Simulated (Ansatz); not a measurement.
An Ansatz input:

```yaml
crystal:
  lattice:
    - [0.0, 4.3217002875, 4.3217002875]
    - [4.3217002875, 0.0, 4.3217002875]
    - [4.3217002875, 4.3217002875, 0.0]
  atoms:
    - { symbol: Yb, position: [0.125, 0.125, 0.125] }
    - { symbol: Yb, position: [0.875, 0.875, 0.875] }
hamiltonian:
  xc: pbe
  pseudopotentials:
    kind: paw_fr
    azcp:
      Yb: "pseudopotentials/Yb.paw.azcp"
basis:
  ecutwfc: 420
  fft_grid_basis: typed
kpoints:
  mp_grid: { grid: [7, 7, 7], shift: [0, 0, 0] }
magnetization:
  noncollinear: true
  spin_orbit: true
scf:
  occupations: { method: fermi_dirac, width: 0.1 }
output:
  write_density: true
  write_potential: true
  elf: true
  volumetric_format: npy
```

and its output:

```
band count auto-derived: 60 (N_el = 48.0; filled up to band 48; 58 by the electrons, moments and atoms)
Engine: ansatz 0.2.0, x86_64-unknown-linux-gnu
Pseudopotentials: kind: paw_fr
Pseudopotential: Yb, paw_fr, valence charge 24, recommended cutoff 420 eV (normal) 
Functional definition: PBE
  parameter kappa = 0.804
  parameter beta = 0.06672455060314922
  exchange = pbe_x(kappa = kappa, mu = beta*pi^2/3)
  correlation = pbe_c(beta = beta)
non-collinear run that drives no moment, with spin-orbit: no starting moment large enough to seed its density (crystal.atoms[].spin), no starting occupations that ask for one, no magnetisation constraint and no magnetic field, so the semilocal B_xc is pinned to zero
Crystal: 2 atoms, lattice volume = 161.434 Å³
Basis set: ecut = 420 eV, 3143 PW (Γ)
Bands: 60, of which v1, the nominal top of the filled ones, is band 48 counted from 1 (47 counted from 0)
Symmetry: 48 space group operations + 48 with time reversal
Magnetic group: BNS 227.129 (UNI 1631), of the structure as read, at distance tolerance 5.4e-5 Å
k-points: 20 of 343
Projection manifold: j_resolved (fully-relativistic pseudo-atomic orbitals)
Non-local potential: Yb, projectors of the file, l = 0: 3, l = 1: 4, l = 2: 4, l = 3: 6
PAW form: soft (Blöchl's): semilocal exchange-correlation on the pseudo side does not see the compensation charge
PAW one-centre angular grid: Yb, 590 points (default); XC on 64 Gauss nodes
Initial density: superposition of atomic densities (chi_scale 0.1, normalization cell)
Initial wavefunctions: pseudopotential atomic-orbital guess
Functional: x = pbe(κ = 0.804, μ = 0.2195149727645171), c = pbe(β = 0.06672455060314922)
SCF iter   1: F=—  HF=-27620.008755 eV  |F-HF|=—  |Δ(HF+E_count)|=         —  Δρ=4.09e-2  dr2=2.19e0  dr2_m=0.00e0 (ungated)  ethr=3.10e-3  |M|=0.00e0 ∫|m|=0.00e0 μB  |m|>n=0.0e0 m-floor=0.0e0 τ_xc=0.0e0  β_m=0.30  ⟨swp⟩=8.3  Hψ=2866  notcnv=0
SCF iter   2: F=—  HF=-27619.876925 eV  |F-HF|=—  |Δ(HF+E_count)|=   1.32e-1  Δρ=5.95e-2  dr2=5.23e0  dr2_m=0.00e0 (ungated)  ethr=3.10e-3  |M|=0.00e0 ∫|m|=0.00e0 μB  |m|>n=0.0e0 m-floor=0.0e0 τ_xc=0.0e0  β_m=0.19  ⟨swp⟩=4.0  Hψ=1668  notcnv=0  recentre
SCF iter   3: F=—  HF=-27619.704378 eV  |F-HF|=—  |Δ(HF+E_count)|=   1.73e-1  Δρ=3.00e-2  dr2=1.24e0  dr2_m=0.00e0 (ungated)  ethr=3.10e-3  |M|=0.00e0 ∫|m|=0.00e0 μB  |m|>n=0.0e0 m-floor=0.0e0 τ_xc=0.0e0  β_m=0.11  ⟨swp⟩=2.7  Hψ=1147  notcnv=0
SCF iter   4: F=—  HF=-27619.555790 eV  |F-HF|=—  |Δ(HF+E_count)|=   1.49e-1  Δρ=2.22e-2  dr2=6.80e-1  dr2_m=0.00e0 (ungated)  ethr=2.59e-3  |M|=0.00e0 ∫|m|=0.00e0 μB  |m|>n=0.0e0 m-floor=0.0e0 τ_xc=0.0e0  β_m=0.04  ⟨swp⟩=1.0  Hψ=700  notcnv=0
SCF iter   5: F=—  HF=-27619.506402 eV  |F-HF|=—  |Δ(HF+E_count)|=   4.94e-2  Δρ=1.48e-2  dr2=4.64e-1  dr2_m=0.00e0 (ungated)  ethr=1.42e-3  |M|=0.00e0 ∫|m|=0.00e0 μB  |m|>n=0.0e0 m-floor=0.0e0 τ_xc=0.0e0  β_m=0.11  ⟨swp⟩=3.0  Hψ=989  notcnv=0
SCF iter   6: F=—  HF=-27619.704683 eV  |F-HF|=—  |Δ(HF+E_count)|=   1.98e-1  Δρ=5.57e-2  dr2=4.98e0  dr2_m=0.00e0 (ungated)  ethr=9.66e-4  |M|=0.00e0 ∫|m|=0.00e0 μB  |m|>n=0.0e0 m-floor=0.0e0 τ_xc=0.0e0  β_m=0.71  ⟨swp⟩=2.0  Hψ=751  notcnv=0  recentre
...
SCF iter  13: F=—  HF=-27619.511015 eV  |F-HF|=—  |Δ(HF+E_count)|=   6.56e-6  Δρ=7.98e-5  dr2=9.71e-6  dr2_m=0.00e0 (ungated)  ethr=2.03e-7  |M|=0.00e0 ∫|m|=0.00e0 μB  |m|>n=0.0e0 m-floor=0.0e0 τ_xc=0.0e0  β_m=0.80  ⟨swp⟩=1.0  Hψ=600  notcnv=0
SCF iter  14: F=-27619.511014 eV  HF=-27619.511014 eV  |F-HF|=6.68e-9  |Δ(HF+E_count)|=   5.44e-7  Δρ=3.17e-6  dr2=1.51e-8  dr2_m=0.00e0 (ungated)  ethr=2.08e-10  |M|=0.00e0 ∫|m|=0.00e0 μB  |m|>n=0.0e0 m-floor=0.0e0 τ_xc=0.0e0  ⟨swp⟩=4.6  Hψ=2369  notcnv=0
SCF 1 converged in 14 iterations: F = -27619.511014 eV  dr2 = 1.51e-8
SCF converged after 14 iterations
Magnetization: |M| = 0.0000 μB,  M = (+0.0000, +0.0000, +0.0000) μB
Absolute magnetization: 0.0000 μB (∫|m|)
  site 0: m = (+0.0000, +0.0000, +0.0000) μB, |m| = 0.0000 μB  (R = 1.54 Å)
  site 1: m = (+0.0000, +0.0000, +0.0000) μB, |m| = 0.0000 μB  (R = 1.54 Å)
Free energy (F): -27619.511014 eV
Harris-Foulkes:  -27619.511014 eV  (|F-HF|=6.68e-9)
Internal energy: -27619.287628 eV  (E = F + TS)
E sigma→0 (E₀):  -27619.399321 eV
Entropy (-TS):   -0.223386 eV (-111.693 meV/atom)
Fermi energy:    3.525539 eV
--- Per-component energies (eV) ---
  E_band       = -378.124641
  E_kinetic    = 694.262568
  E_local      = -16378.567141  (includes V_loc(G=0)·N_el)
  E_nonlocal   = 1118.702346
  E_hartree    = 7183.687580
  E_xc         = -317.892149
  E_vxc        = -395.138310  (∫ρ·V_xc dr)
  E_paw        = -14750.316537  (= ΣΔE_a)
  E_vpaw       = 215.220016  (= ΣTr[D̂ρ^β])
  E_aug_tail   = 0.000006  (compensation charges beyond the density's cutoff)
  E_ewald      = -5169.164301
  E_smearing   = -0.223386  (= −TS)
  E_closure    = -0.000000  (closes the sum)
  Σ components = -27619.511014   (vs F -27619.511014, Δ=0.00e0)
--- Band table (eV; the first three rows and the last of 20) ---
  k-point 0: bands = ["-48.9559", "-48.9559", "-48.9465", "-48.9465", "-25.8790", "-25.8790", "-25.8302", "-25.8302", "-19.7663", "-19.7663", "-19.7663", "-19.7663", "-19.6615", "-19.6615", "-19.6615", "-19.6615", "-0.0634", "-0.0634", "1.7794", "1.7794", "1.7810", "1.7810", "1.7810", "1.7810", "1.7815", "1.7815", "1.7815", "1.7815", "1.7821", "1.7821", "3.0888", "3.0888", "3.0963", "3.0963", "3.0963", "3.0963", "3.0981", "3.0981", "3.1129", "3.1129", "3.1207", "3.1207", "3.1226", "3.1226", "3.1226", "3.1226", "4.2380", "4.2380", "4.4205", "4.4205", "4.4205", "4.4205", "4.6050", "4.6050", "4.6050", "4.6050", "5.1273", "5.1273", "5.2991", "5.2991"]
  k-point 1: bands = ["-48.9556", "-48.9556", "-48.9468", "-48.9468", "-25.8772", "-25.8772", "-25.8320", "-25.8320", "-19.7682", "-19.7682", "-19.7613", "-19.7613", "-19.6666", "-19.6666", "-19.6595", "-19.6595", "0.0681", "0.0681", "1.7793", "1.7793", "1.7807", "1.7807", "1.7809", "1.7809", "1.7812", "1.7812", "1.7813", "1.7813", "1.7821", "1.7821", "3.0897", "3.0897", "3.0925", "3.0925", "3.0965", "3.0965", "3.0993", "3.0993", "3.1121", "3.1121", "3.1191", "3.1191", "3.1198", "3.1198", "3.1232", "3.1232", "4.0620", "4.0620", "4.3182", "4.3182", "4.3839", "4.3839", "4.6369", "4.6369", "4.6719", "4.6719", "4.9169", "4.9169", "5.2131", "5.2131"]
  k-point 2: bands = ["-48.9547", "-48.9547", "-48.9477", "-48.9477", "-25.8727", "-25.8727", "-25.8368", "-25.8368", "-19.7724", "-19.7724", "-19.7477", "-19.7477", "-19.6806", "-19.6806", "-19.6554", "-19.6554", "0.4374", "0.4374", "1.7784", "1.7784", "1.7798", "1.7798", "1.7804", "1.7804", "1.7804", "1.7804", "1.7809", "1.7809", "1.7827", "1.7827", "3.0862", "3.0862", "3.0906", "3.0906", "3.0969", "3.0969", "3.0970", "3.0970", "3.1107", "3.1107", "3.1135", "3.1135", "3.1158", "3.1158", "3.1233", "3.1233", "3.3578", "3.3578", "4.3208", "4.3208", "4.3635", "4.3635", "4.5030", "4.5030", "4.6509", "4.6509", "4.7167", "4.7167", "5.3203", "5.3203"]
  k-point 19: bands = ["-48.9519", "-48.9519", "-48.9505", "-48.9505", "-25.8583", "-25.8583", "-25.8515", "-25.8515", "-19.7729", "-19.7729", "-19.7187", "-19.7187", "-19.7099", "-19.7099", "-19.6554", "-19.6554", "1.6692", "1.6692", "1.7716", "1.7716", "1.7786", "1.7786", "1.7792", "1.7792", "1.7800", "1.7800", "1.7805", "1.7805", "1.8203", "1.8203", "2.2508", "2.2508", "3.0851", "3.0851", "3.0967", "3.0967", "3.1005", "3.1005", "3.1029", "3.1029", "3.1072", "3.1072", "3.1098", "3.1098", "3.1115", "3.1115", "3.1214", "3.1214", "3.3931", "3.3931", "3.7246", "3.7246", "4.6345", "4.6345", "4.7118", "4.7118", "4.8886", "4.8886", "5.3994", "5.3994"]
```

Command:

```sh
ansatz run input.yaml --threads 1 --pin off --max-ram 3584MiB --backend cpu --events-out ev --progress --plain --runs-dir out
```

On 1 thread of Intel(R) Xeon(R) Platinum 8259CL CPU @ 2.50GHz (Skylake/Cascade Lake) (shared host) this took about 81 s of wall time and 69 s of CPU time.
